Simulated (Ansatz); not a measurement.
# Cu: which structure wins at one pressure, part 2 of 3

Which of fcc, bcc, hcp, diamond, sc, beta tin has the lowest enthalpy for Cu at one common pressure? The runs shown use LAPW. Companion runs by PAW are cited.

Ansatz 0.2.0; DFT PBEsol; a cell built from a prototype (fcc type), not taken from measurement.

### Step 4. Hcp relaxed under pressure, LAPW

The input, input.yaml:

```yaml
crystal:
  lattice:
    - [2.1292332133, 0.0, 0.0]
    - [-1.0646166066, 1.8439700533, 0.0]
    - [0.0, 0.0, 3.487611934]
  atoms:
    - { symbol: Cu, position: [0.3333333333, 0.6666666667, 0.25] }
    - { symbol: Cu, position: [0.6666666667, 0.3333333333, 0.75] }
kpoints:
  mp_grid: { grid: [20, 20, 11] }
scf:
  occupations: { method: fermi_dirac, width: 0.08 }
hamiltonian:
  xc: pbesol
  pseudopotentials: { kind: all_electron, lapw: { basis_error: 0.0005 } }
output:
  forces: true
  stress: true
  eigenvalues: true
relax:
  f_tol: 0.005
  max_steps: 12
  cell: { p_target: 290.0, stress_tol: 0.145 }
```

The run is started by

```bash
ansatz run input.yaml --threads 1 --pin off --max-ram 3584MiB --backend cpu --events-out ev --progress --plain --runs-dir out
```

Log:

```text
[... 1 set-up line as earlier in the session ...]
LAPW: plane waves up to 11.648 Å⁻¹, error target 5.0e-4 eV per atom; small_component_spin mean_spin; Cu in spheres of 1.033 Å, 19 of its electrons in bands, Dirac shells []
[... 6 set-up lines as earlier in the session ...]
Crystal: 2 atoms, lattice volume = 13.693 Å³
Basis set: ecut = 516.9206777079033 eV, 373 PW (Γ), exchange–correlation at level 2
Bands: 23, of which v1, the nominal top of the filled ones, is band 19 counted from 1 (18 counted from 0)
Symmetry: 24 space group operations
Space group: P63/mmc (ITA 194), of the structure as read, at distance tolerance 2.4e-5 Å
k-points: 264 of 4400
[... 4 set-up lines as earlier in the session ...]
iter 1 solved again at ethr=1.13e-3 eV; its pass at ethr=1.00e-1 eV (dr2=4.28e-1 eV) is discarded
SCF iter   1: F=—  HF=-89992.487207 eV  |F-HF|=—  |Δ(HF+E_count)|=         —  Δρ=9.43e-2  dr2=4.29e-1  ethr=1.13e-3  ⟨swp⟩=2.1  Hψ=42552  notcnv=0
preconditioner: auto → none  [metal: Δε(μ)=0.038 eV  Ē_g=16.147 eV  σ=0.080 eV  W_gap=0.12  n_scr=2 (ndim 8)  ℏωp=47.1 eV  f_vac=0.000  D(μ)=0.65/eV (n_scr^D=2)  sad-step TF]
iter 2 solved again at ethr=8.83e-6 eV; its pass at ethr=1.13e-3 eV (dr2=3.36e-3 eV) is discarded
SCF iter   2: F=—  HF=-89991.827159 eV  |F-HF|=—  |Δ(HF+E_count)|=   6.60e-1  Δρ=1.38e-2  dr2=3.36e-3  ethr=8.83e-6  ⟨swp⟩=2.1  Hψ=33727  notcnv=0
SCF iter   3: F=—  HF=-89990.838090 eV  |F-HF|=—  |Δ(HF+E_count)|=   9.89e-1  Δρ=2.06e-2  dr2=2.37e-2  ethr=8.83e-6  ⟨swp⟩=3.1  Hψ=22090  notcnv=0
SCF iter   4: F=—  HF=-89990.812232 eV  |F-HF|=—  |Δ(HF+E_count)|=   2.59e-2  Δρ=2.34e-3  dr2=3.32e-4  ethr=8.83e-6  ⟨swp⟩=2.9  Hψ=17566  notcnv=0
SCF iter   5: F=—  HF=-89990.812179 eV  |F-HF|=—  |Δ(HF+E_count)|=   5.28e-5  Δρ=1.30e-4  dr2=8.43e-7  ethr=8.74e-7  ⟨swp⟩=2.0  Hψ=17207  notcnv=0
SCF iter   6: F=-89990.812172 eV  HF=-89990.812172 eV  |F-HF|=3.74e-8  |Δ(HF+E_count)|=   7.37e-6  Δρ=7.43e-6  dr2=2.93e-9  ethr=2.22e-9  ⟨swp⟩=3.0  Hψ=18926  notcnv=0
SCF 1 converged in 6 iterations: F = -89990.812172 eV  dr2 = 2.93e-9
relax step   1: F+E_penalty+E_count = -89990.81217182 eV  Δ(F+E_penalty+E_count) = +0.000e0 eV  max|allowed force component| = 1.272e-17 eV/Å  Δτ_max = 0.0000 Å  P = +290.447 GPa  Ω = 13.693 Å³  (6 SCF iters, accepted)
Crystal: 2 atoms, lattice volume = 13.697 Å³
Basis set: ecut = 516.8127841672322 eV, 373 PW (Γ), exchange–correlation at level 2
[... 2 set-up lines as earlier in the session ...]
iter 1 solved again at ethr=3.74e-11 eV; its pass at ethr=1.00e-1 eV (dr2=1.42e-8 eV) is discarded
SCF iter   1: F=—  HF=-89990.819941 eV  |F-HF|=—  |Δ(HF+E_count)|=         —  Δρ=9.14e-6  dr2=4.32e-9  ethr=3.74e-11  ⟨swp⟩=5.1  Hψ=38433  notcnv=0
preconditioner: auto → none  [metal: Δε(μ)=0.028 eV  Ē_g=16.920 eV  σ=0.080 eV  W_gap=0.09  n_scr=2 (ndim 8)  ℏωp=47.1 eV  f_vac=0.000  D(μ)=0.53/eV (n_scr^D=2)]
SCF iter   2: F=—  HF=-89990.819941 eV  |F-HF|=—  |Δ(HF+E_count)|=   7.23e-8  Δρ=1.07e-5  dr2=6.73e-9  ethr=1.14e-11  ⟨swp⟩=3.0  Hψ=20090  notcnv=0
SCF iter   3: F=-89990.819941 eV  HF=-89990.819941 eV  |F-HF|=1.59e-9  |Δ(HF+E_count)|=   3.69e-8  Δρ=3.67e-6  dr2=8.94e-10  ethr=1.14e-11  ⟨swp⟩=3.0  Hψ=18933  notcnv=0
SCF 2 converged in 3 iterations: F = -89990.819941 eV  dr2 = 8.94e-10
relax step   2: F+E_penalty+E_count = -89990.81994056 eV  Δ(F+E_penalty+E_count) = -7.769e-3 eV  max|allowed force component| = 2.776e-17 eV/Å  Δτ_max = 0.0000 Å  P = +290.048 GPa  Ω = 13.697 Å³  (3 SCF iters, accepted)
iter 1 solved again at ethr=2.34e-12 eV; its pass at ethr=1.00e-1 eV (dr2=8.90e-10 eV) is discarded
SCF iter   1: F=—  HF=-89990.819941 eV  |F-HF|=—  |Δ(HF+E_count)|=         —  Δρ=3.67e-6  dr2=8.94e-10  ethr=2.34e-12  ⟨swp⟩=3.0  Hψ=28716  notcnv=0  reapply=1
SCF iter   2: F=-89990.819941 eV  HF=-89990.819941 eV  |F-HF|=3.35e-10  |Δ(HF+E_count)|=   5.20e-8  Δρ=1.77e-6  dr2=1.98e-10  ethr=2.34e-12  ⟨swp⟩=2.0  Hψ=17210  notcnv=0
SCF 3 converged in 2 iterations: F = -89990.819941 eV  dr2 = 1.98e-10
relax step   3: F+E_penalty+E_count = -89990.81994055 eV  Δ(F+E_penalty+E_count) = +1.011e-8 eV  max|allowed force component| = 1.388e-17 eV/Å  Δτ_max = 0.0000 Å  P = +290.048 GPa  Ω = 13.697 Å³  stress off target by 8.19e-2 GPa  SCF on the basis re-selected at this cell (its energy is not comparable with the rows above)  (2 SCF iters)
basis re-selected at this cell: Δ(F+E_penalty+E_count) = +1.011e-8 eV, ΔP = +0.000 GPa vs the last step (what re-selecting the basis moved, after the strain that the cell walked since its last selection, with what the two solves' SCF thresholds leave and, on support functions, any second-order correction that the steps lacked; it is no measure of the basis error at this ecutwfc). This SCF's stress stands 8.19e-2 GPa from its target on what of the cell is left free (relax.cell.stress_tol is 1.45e-1 GPa) and its largest allowed force component is 1.39e-17 eV/Å (relax.f_tol is 5.00e-3 eV/Å): within both
SCF converged after 2 iterations
Free energy (F): -89990.819941 eV
Harris-Foulkes:  -89990.819941 eV  (|F-HF|=3.35e-10)
Internal energy: -89990.809079 eV  (E = F + TS)
E sigma→0 (E₀):  -89990.814510 eV
Entropy (-TS):   -0.010862 eV (-5.431 meV/atom)
Fermi energy:    32.136259 eV
--- Per-component energies (eV) ---
  E_band       = -219.891661
  E_kinetic    = 91601.756761
  E_xc         = -3620.562030
  E_electrostatic = -177972.003810  (all electrons and nuclei)
  E_smearing   = -0.010862  (= −TS)
  E_closure    = 0.000000  (closes the sum)
  E_atoms      = -89987.119702  (free atoms, spherical and without spin; not in F)
  Σ components = -89990.819941   (vs F -89990.819941, Δ=0.00e0)
  Basis errors (estimates in eV, not in F): energy 1.1e-4 per atom: plane waves 1.0e-4 (5.5e-5 summed), levels above the bands 3.3e-68, relativity 1.9e-8, radial functions 5.4e-6, core shells 2.2e-8; eigenvalues (radial functions only) 9.9e-7; not estimated: angular momenta, meshes, grids; target (lapw.basis_error) 5.0e-4; muffin-tin radii Cu 1.033 Å
--- Forces (eV/Å), atoms counted from 1 ---
  atom   1  Cu     0.00000000     0.00000000     0.00000000
  atom   2  Cu    -0.00000000    -0.00000000     0.00000000
  max |Σ_I F_I| component: 9.25e-18 eV/Å
--- Stress (GPa, compression-positive) ---
      290.031727      -0.000000       0.000000
       -0.000000     290.031727       0.000000
        0.000000       0.000000     290.081898
  P = ⅓ Tr σ = 290.0485 GPa (2900.485 kbar)
--- Band table (eV; the first three rows and the last of 264) ---
  k-point 0: bands = ["-82.2776", "-82.1139", "-40.1489", "-39.4675", "-39.4675", "-39.3635", "-39.3635", "-39.3609", "17.4821", "22.4595", "26.3903", "26.5271", "26.5271", "27.0350", "27.0350", "27.7217", "27.7217", "28.9783", "29.4249", "29.4249", "39.4063", "57.3844", "61.4307"]
  k-point 1: bands = ["-82.2743", "-82.1172", "-40.1333", "-39.4654", "-39.4654", "-39.3773", "-39.3656", "-39.3656", "17.5958", "22.4404", "26.3540", "26.4959", "26.4959", "26.9996", "26.9996", "27.7999", "27.7999", "28.6159", "29.4187", "29.4187", "39.9699", "57.2964", "60.8232"]
  k-point 2: bands = ["-82.2647", "-82.1270", "-40.0876", "-39.4592", "-39.4592", "-39.4248", "-39.3717", "-39.3717", "17.9319", "22.3564", "26.2514", "26.4317", "26.4317", "26.9031", "26.9031", "27.7622", "28.0011", "28.0011", "29.3928", "29.3928", "41.4493", "56.9343", "59.4283"]
  k-point 263: bands = ["-82.0717", "-82.0704", "-39.9965", "-39.9922", "-39.8454", "-39.8134", "-39.5116", "-39.5066", "24.1763", "24.3075", "24.7103", "24.7270", "25.8130", "25.8386", "27.5562", "27.7661", "29.4799", "29.5267", "37.5377", "37.5875", "39.8903", "40.7098", "43.9988"]
--- Relaxed structure (2 steps of the walk, 2 accepted, 1 SCFs on fresh bases) ---
  F+E_penalty+E_count = -89990.81994055 eV   max|allowed force component| = 1.388e-17 eV/Å   (the final SCF, on the basis selected at the relaxed cell)
  cell:  # Å, volume = 13.6975 Å³
    - [2.1294304456444193, -2.8870145604455246e-11, 0.0]
    - [-1.0647152227972072, 1.8441408615345203, 0.0]
    - [0.0, 0.0, 3.488057906934169]
  atoms:
    - { symbol: Cu, position: [0.3333333333333333, 0.6666666666666667, 0.24999999999999994] }
    - { symbol: Cu, position: [0.6666666666666666, 0.33333333333333337, 0.7499999999999998] }
```

Wall time 1.9 min (1 thread of Arm Neoverse V2, shared host); peak memory 0.86 GiB.

Step by step:

| step | energy from step 1 (eV/cell) | largest force component (eV/Å) | pressure (GPa) | volume (Å³) |
| --- | --- | --- | --- | --- |
| 1 | 0.0000 | 0.0000 | 290.45 | 13.69 |
| 2 | -0.0078 | 0.0000 | 290.05 | 13.70 |
| 3 | -0.0078 | 0.0000 | 290.05 | 13.70 |

Step 1 is the start. Step 3 repeats the geometry before on a plane-wave basis chosen anew for that cell, so the energy can jump there without any move; the table keeps such jumps.

| input's cell | before | after | change |
| --- | --- | --- | --- |
| a (Å) | 2.129 | 2.129 | +0.0 % |
| b (Å) | 2.129 | 2.129 | +0.0 % |
| c (Å) | 3.488 | 3.488 | +0.0 % |
| volume (Å³/atom) | 6.85 | 6.85 | +0.0 % |

Result: pressure 290.05 GPa; no gap.

### Step 5. Diamond relaxed under pressure, LAPW

The input, input.yaml:

```yaml
crystal:
  lattice:
    - [0.0, 2.0463066886, 2.0463066886]
    - [2.0463066886, 0.0, 2.0463066886]
    - [2.0463066886, 2.0463066886, 0.0]
  atoms:
    - { symbol: Cu, position: [-0.125, -0.125, -0.125] }
    - { symbol: Cu, position: [0.125, 0.125, 0.125] }
kpoints:
  mp_grid: { grid: [16, 16, 16] }
scf:
  occupations: { method: fermi_dirac, width: 0.08 }
hamiltonian:
  xc: pbesol
  pseudopotentials: { kind: all_electron, lapw: { basis_error: 0.0005 } }
output:
  forces: true
  stress: true
  eigenvalues: true
relax:
  f_tol: 0.005
  max_steps: 12
  cell: { p_target: 290.0, stress_tol: 0.145 }
```

The run is started by

```bash
ansatz run input.yaml --threads 1 --pin off --max-ram 3584MiB --backend cpu --events-out ev --progress --plain --runs-dir out
```

Log:

```text
[... 1 set-up line as earlier in the session ...]
LAPW: plane waves up to 14.264 Å⁻¹, error target 5.0e-4 eV per atom; small_component_spin mean_spin; Cu in spheres of 0.859 Å, 25 of its electrons in bands, Dirac shells []
[... 2 set-up lines as earlier in the session ...]
Pseudopotential: Cu, LAPW, valence charge 25, Koelling and Harmon's equation, gaussian nucleus
[... 3 set-up lines as earlier in the session ...]
Crystal: 2 atoms, lattice volume = 17.137 Å³
Basis set: ecut = 775.1684977888024 eV, 869 PW (Γ), exchange–correlation at level 2
Bands: 30, of which v1, the nominal top of the filled ones, is band 25 counted from 1 (24 counted from 0)
[... 1 set-up line as earlier in the session ...]
Space group: Fd-3m (ITA 227), of the structure as read, at distance tolerance 2.6e-5 Å
k-points: 145 of 4096
[... 4 set-up lines as earlier in the session ...]
iter 1 solved again at ethr=2.34e-3 eV; its pass at ethr=1.00e-1 eV (dr2=1.17e0 eV) is discarded
SCF iter   1: F=—  HF=-89985.693497 eV  |F-HF|=—  |Δ(HF+E_count)|=         —  Δρ=1.00e-1  dr2=1.17e0  ethr=2.34e-3  ⟨swp⟩=2.0  Hψ=26699  notcnv=0
preconditioner: auto → Kerker (q_TF=auto, 3.261 Å⁻¹)  [metal: Δε(μ)=0.161 eV  Ē_g=15.057 eV  σ=0.080 eV  W_gap=0.42  n_scr=14 (ndim 8)  ℏωp=42.1 eV  f_vac=0.000  D(μ)=0.48/eV (n_scr^D=0)]
iter 2 solved again at ethr=3.30e-5 eV; its pass at ethr=2.34e-3 eV (dr2=1.65e-2 eV) is discarded
SCF iter   2: F=—  HF=-89985.281116 eV  |F-HF|=—  |Δ(HF+E_count)|=   4.12e-1  Δρ=1.98e-2  dr2=1.65e-2  ethr=3.30e-5  ⟨swp⟩=2.0  Hψ=22091  notcnv=0
SCF iter   3: F=—  HF=-89984.883577 eV  |F-HF|=—  |Δ(HF+E_count)|=   3.98e-1  Δρ=2.83e-2  dr2=1.08e-1  ethr=3.30e-5  ⟨swp⟩=3.0  Hψ=14650  notcnv=0
SCF iter   4: F=—  HF=-89984.848994 eV  |F-HF|=—  |Δ(HF+E_count)|=         —  Δρ=8.59e-3  dr2=1.32e-2  ethr=3.30e-5  ⟨swp⟩=2.8  Hψ=13224  notcnv=0
the basis was enlarged: its passes take 285.8 KiB over the memory plan, 1 of 1 planned eigensolver slots
SCF iter   5: F=—  HF=-89984.846486 eV  |F-HF|=—  |Δ(HF+E_count)|=   2.51e-3  Δρ=2.34e-3  dr2=2.75e-4  ethr=2.65e-5  ⟨swp⟩=2.0  Hψ=12138  notcnv=0
SCF iter   6: F=—  HF=-89984.846404 eV  |F-HF|=—  |Δ(HF+E_count)|=   8.17e-5  Δρ=3.89e-4  dr2=1.62e-5  ethr=5.51e-7  ⟨swp⟩=2.1  Hψ=12367  notcnv=0
SCF iter   7: F=—  HF=-89984.846406 eV  |F-HF|=—  |Δ(HF+E_count)|=   2.25e-6  Δρ=7.28e-5  dr2=7.20e-7  ethr=3.23e-8  ⟨swp⟩=2.0  Hψ=12358  notcnv=0
SCF iter   8: F=-89984.846406 eV  HF=-89984.846406 eV  |F-HF|=3.49e-10  |Δ(HF+E_count)|=   2.34e-7  Δρ=8.83e-6  dr2=4.79e-9  ethr=1.44e-9  ⟨swp⟩=2.1  Hψ=12377  notcnv=0
SCF 1 converged in 8 iterations: F = -89984.846406 eV  dr2 = 4.79e-9
relax step   1: F+E_penalty+E_count = -89984.84640585 eV  Δ(F+E_penalty+E_count) = +0.000e0 eV  max|allowed force component| = 2.313e-17 eV/Å  Δτ_max = 0.0000 Å  P = +295.455 GPa  Ω = 17.137 Å³  (8 SCF iters, accepted)
Crystal: 2 atoms, lattice volume = 17.266 Å³
Basis set: ecut = 771.3056122475597 eV, 869 PW (Γ), exchange–correlation at level 2
[... 2 set-up lines as earlier in the session ...]
iter 1 solved again at ethr=5.20e-8 eV; its pass at ethr=1.00e-1 eV (dr2=2.60e-5 eV) is discarded
SCF iter   1: F=—  HF=-89985.080936 eV  |F-HF|=—  |Δ(HF+E_count)|=         —  Δρ=6.49e-4  dr2=2.84e-5  ethr=5.20e-8  ⟨swp⟩=4.1  Hψ=22701  notcnv=0
preconditioner: auto → Kerker (q_TF=auto, 3.257 Å⁻¹)  [metal: Δε(μ)=0.032 eV  Ē_g=15.838 eV  σ=0.080 eV  W_gap=0.10  n_scr=14 (ndim 8)  ℏωp=41.9 eV  f_vac=0.000  D(μ)=0.54/eV (n_scr^D=0)]
SCF iter   2: F=—  HF=-89985.080912 eV  |F-HF|=—  |Δ(HF+E_count)|=   2.39e-5  Δρ=5.27e-4  dr2=4.01e-5  ethr=5.20e-8  ⟨swp⟩=3.0  Hψ=13945  notcnv=0
SCF iter   3: F=—  HF=-89985.080849 eV  |F-HF|=—  |Δ(HF+E_count)|=   6.29e-5  Δρ=1.44e-4  dr2=2.62e-6  ethr=5.20e-8  ⟨swp⟩=3.0  Hψ=12888  notcnv=0
iter 4 solved again at ethr=5.22e-10 eV; its pass at ethr=5.24e-9 eV (dr2=2.61e-7 eV) is discarded
SCF iter   4: F=—  HF=-89985.080848 eV  |F-HF|=—  |Δ(HF+E_count)|=   8.29e-7  Δρ=3.55e-5  dr2=2.61e-7  ethr=5.22e-10  ⟨swp⟩=2.0  Hψ=21234  notcnv=0
SCF iter   5: F=-89985.080848 eV  HF=-89985.080848 eV  |F-HF|=5.60e-8  |Δ(HF+E_count)|=   7.56e-8  Δρ=9.64e-6  dr2=4.78e-9  ethr=5.21e-10  ⟨swp⟩=2.0  Hψ=12362  notcnv=0
SCF 2 converged in 5 iterations: F = -89985.080848 eV  dr2 = 4.78e-9
relax step   2: F+E_penalty+E_count = -89985.08084837 eV  Δ(F+E_penalty+E_count) = -2.344e-1 eV  max|allowed force component| = 1.203e-16 eV/Å  Δτ_max = 0.0000 Å  P = +287.381 GPa  Ω = 17.266 Å³  (5 SCF iters, accepted)
Crystal: 2 atoms, lattice volume = 17.224 Å³
Basis set: ecut = 772.559481552798 eV, 869 PW (Γ), exchange–correlation at level 2
iter 1 solved again at ethr=5.16e-9 eV; its pass at ethr=1.00e-1 eV (dr2=2.58e-6 eV) is discarded
SCF iter   1: F=—  HF=-89985.005149 eV  |F-HF|=—  |Δ(HF+E_count)|=         —  Δρ=2.04e-4  dr2=2.83e-6  ethr=5.16e-9  ⟨swp⟩=4.1  Hψ=22718  notcnv=0
preconditioner: auto → Kerker (q_TF=auto, 3.259 Å⁻¹)  [metal: Δε(μ)=0.032 eV  Ē_g=15.877 eV  σ=0.080 eV  W_gap=0.10  n_scr=14 (ndim 8)  ℏωp=42.0 eV  f_vac=0.000  D(μ)=0.54/eV (n_scr^D=0)]
SCF iter   2: F=—  HF=-89985.005147 eV  |F-HF|=—  |Δ(HF+E_count)|=   2.24e-6  Δρ=1.64e-4  dr2=3.80e-6  ethr=5.16e-9  ⟨swp⟩=3.0  Hψ=13945  notcnv=0
iter 3 solved again at ethr=4.81e-10 eV; its pass at ethr=5.16e-9 eV (dr2=2.40e-7 eV) is discarded
SCF iter   3: F=—  HF=-89985.005141 eV  |F-HF|=—  |Δ(HF+E_count)|=   6.03e-6  Δρ=4.57e-5  dr2=2.40e-7  ethr=4.81e-10  ⟨swp⟩=2.0  Hψ=21717  notcnv=0
SCF iter   4: F=-89985.005141 eV  HF=-89985.005141 eV  |F-HF|=1.49e-8  |Δ(HF+E_count)|=   9.44e-8  Δρ=1.12e-5  dr2=2.56e-8  ethr=4.81e-10  ⟨swp⟩=2.0  Hψ=12357  notcnv=0
SCF 3 converged in 4 iterations: F = -89985.005141 eV  dr2 = 2.56e-8
relax step   3: F+E_penalty+E_count = -89985.00514097 eV  Δ(F+E_penalty+E_count) = +7.571e-2 eV  max|allowed force component| = 2.174e-16 eV/Å  Δτ_max = 0.0000 Å  P = +289.985 GPa  Ω = 17.224 Å³  (4 SCF iters, accepted)
iter 1 solved again at ethr=5.11e-11 eV; its pass at ethr=1.00e-1 eV (dr2=2.56e-8 eV) is discarded
SCF iter   1: F=—  HF=-89985.005141 eV  |F-HF|=—  |Δ(HF+E_count)|=         —  Δρ=1.12e-5  dr2=2.56e-8  ethr=5.11e-11  ⟨swp⟩=3.0  Hψ=18963  notcnv=0
preconditioner: auto → Kerker (q_TF=auto, 3.259 Å⁻¹)  [metal: Δε(μ)=0.032 eV  Ē_g=15.875 eV  σ=0.080 eV  W_gap=0.10  n_scr=14 (ndim 8)  ℏωp=42.0 eV  f_vac=0.000  D(μ)=0.54/eV (n_scr^D=0)]
SCF iter   2: F=-89985.005141 eV  HF=-89985.005141 eV  |F-HF|=5.91e-9  |Δ(HF+E_count)|=   1.59e-7  Δρ=7.74e-6  dr2=1.20e-8  ethr=5.11e-11  ⟨swp⟩=2.0  Hψ=12357  notcnv=0
SCF 4 converged in 2 iterations: F = -89985.005141 eV  dr2 = 1.20e-8
relax step   4: F+E_penalty+E_count = -89985.00514096 eV  Δ(F+E_penalty+E_count) = +1.190e-8 eV  max|allowed force component| = 2.220e-16 eV/Å  Δτ_max = 0.0000 Å  P = +289.985 GPa  Ω = 17.224 Å³  stress off target by 1.50e-2 GPa  SCF on the basis re-selected at this cell (its energy is not comparable with the rows above)  (2 SCF iters)
basis re-selected at this cell: Δ(F+E_penalty+E_count) = +1.190e-8 eV, ΔP = -0.000 GPa vs the last step (what re-selecting the basis moved, after the strain that the cell walked since its last selection, with what the two solves' SCF thresholds leave and, on support functions, any second-order correction that the steps lacked; it is no measure of the basis error at this ecutwfc). This SCF's stress stands 1.50e-2 GPa from its target on what of the cell is left free (relax.cell.stress_tol is 1.45e-1 GPa) and its largest allowed force component is 2.22e-16 eV/Å (relax.f_tol is 5.00e-3 eV/Å): within both
SCF converged after 2 iterations
Free energy (F): -89985.005141 eV
Harris-Foulkes:  -89985.005141 eV  (|F-HF|=5.91e-9)
Internal energy: -89984.994066 eV  (E = F + TS)
E sigma→0 (E₀):  -89984.999603 eV
Entropy (-TS):   -0.011075 eV (-5.538 meV/atom)
Fermi energy:    25.236095 eV
--- Per-component energies (eV) ---
  E_band       = -11179.749953
  E_kinetic    = 91615.156962
  E_xc         = -3620.981075
  E_electrostatic = -177979.169954  (all electrons and nuclei)
  E_smearing   = -0.011075  (= −TS)
  E_closure    = 0.000000  (closes the sum)
  E_atoms      = -89987.119702  (free atoms, spherical and without spin; not in F)
  Σ components = -89985.005141   (vs F -89985.005141, Δ=0.00e0)
  Basis errors (estimates in eV, not in F): energy 2.1e-4 per atom: plane waves 1.9e-4 (1.2e-4 summed), levels above the bands 7.7e-91, relativity 1.1e-7, radial functions 1.5e-5, core shells 6.2e-7; eigenvalues (radial functions only) 2.0e-7; not estimated: angular momenta, meshes, grids; target (lapw.basis_error) 5.0e-4; muffin-tin radii Cu 0.861 Å
--- Forces (eV/Å), atoms counted from 1 ---
  atom   1  Cu    -0.00000000    -0.00000000    -0.00000000
  atom   2  Cu     0.00000000     0.00000000     0.00000000
  max |Σ_I F_I| component: 2.78e-17 eV/Å
--- Stress (GPa, compression-positive) ---
      289.984987       0.000000       0.000000
        0.000000     289.984987       0.000000
        0.000000       0.000000     289.984987
  P = ⅓ Tr σ = 289.9850 GPa (2899.850 kbar)
--- Band table (eV; the first three rows and the last of 145) ---
  k-point 0: bands = ["-890.6517", "-890.6517", "-890.6517", "-890.6517", "-890.6517", "-890.6517", "-89.8050", "-88.9904", "-47.5452", "-47.5452", "-47.5452", "-46.4926", "-46.4926", "-46.4926", "12.7487", "17.3253", "17.3253", "17.8419", "17.8419", "17.8419", "20.7626", "20.7626", "20.7626", "23.0429", "23.0429", "41.7952", "41.7952", "41.7952", "42.0951", "42.0951"]
  k-point 1: bands = ["-890.6517", "-890.6517", "-890.6517", "-890.6517", "-890.6517", "-890.6517", "-89.7993", "-88.9963", "-47.5505", "-47.5505", "-47.5450", "-46.4936", "-46.4873", "-46.4873", "12.8630", "17.2569", "17.2569", "17.8485", "17.9407", "17.9407", "20.7033", "20.7522", "20.7522", "23.0422", "23.0422", "39.3427", "40.9038", "40.9038", "42.5643", "43.1141"]
  k-point 2: bands = ["-890.6517", "-890.6517", "-890.6517", "-890.6517", "-890.6517", "-890.6517", "-89.7824", "-89.0138", "-47.5652", "-47.5652", "-47.5443", "-46.4963", "-46.4725", "-46.4725", "13.1999", "17.1460", "17.1460", "17.8743", "18.1293", "18.1293", "20.5307", "20.7353", "20.7353", "23.0372", "23.0372", "36.6531", "40.0068", "40.0068", "41.8642", "44.3707"]
  k-point 144: bands = ["-890.6517", "-890.6517", "-890.6517", "-890.6517", "-890.6517", "-890.6517", "-89.4010", "-89.4010", "-47.7999", "-47.7999", "-47.0220", "-47.0220", "-46.2452", "-46.2452", "16.1324", "16.1324", "18.5785", "18.5785", "19.2775", "19.2775", "20.0477", "20.0477", "23.3213", "23.3213", "26.7410", "26.7410", "26.7937", "26.7937", "43.4628", "43.4628"]
--- Relaxed structure (3 steps of the walk, 3 accepted, 1 SCFs on fresh bases) ---
  F+E_penalty+E_count = -89985.00514096 eV   max|allowed force component| = 2.220e-16 eV/Å   (the final SCF, on the basis selected at the relaxed cell)
  cell:  # Å, volume = 17.2242 Å³
    - [4.5699117920032325e-34, 2.049759074876905, 2.049759074876905]
    - [2.049759074876905, 7.483827673315399e-35, 2.049759074876905]
    - [2.049759074876905, 2.049759074876905, 2.2929174148030154e-34]
  atoms:
    - { symbol: Cu, position: [-0.125, -0.125, -0.125] }
    - { symbol: Cu, position: [0.125, 0.125, 0.125] }
```

It took 2.8 min on 1 thread of Arm Neoverse V2, shared host; peak memory 0.8 GiB.

Step by step:

| step | energy from step 1 (eV/cell) | largest force component (eV/Å) | pressure (GPa) | volume (Å³) |
| --- | --- | --- | --- | --- |
| 1 | 0.0000 | 0.0000 | 295.46 | 17.14 |
| 2 | -0.2344 | 0.0000 | 287.38 | 17.27 |
| 3 | -0.1587 | 0.0000 | 289.99 | 17.22 |
| 4 | -0.1587 | 0.0000 | 289.98 | 17.22 |

Step 1 is the start. Step 4 repeats the geometry before on a plane-wave basis chosen anew for that cell, so the energy can jump there without any move; the table keeps such jumps.

| input's cell | before | after | change |
| --- | --- | --- | --- |
| a (Å) | 2.894 | 2.899 | +0.2 % |
| b (Å) | 2.894 | 2.899 | +0.2 % |
| c (Å) | 2.894 | 2.899 | +0.2 % |
| volume (Å³/atom) | 8.57 | 8.61 | +0.5 % |

Read from it: pressure 289.98 GPa; no gap.

(Continued in part 3 of 3.)
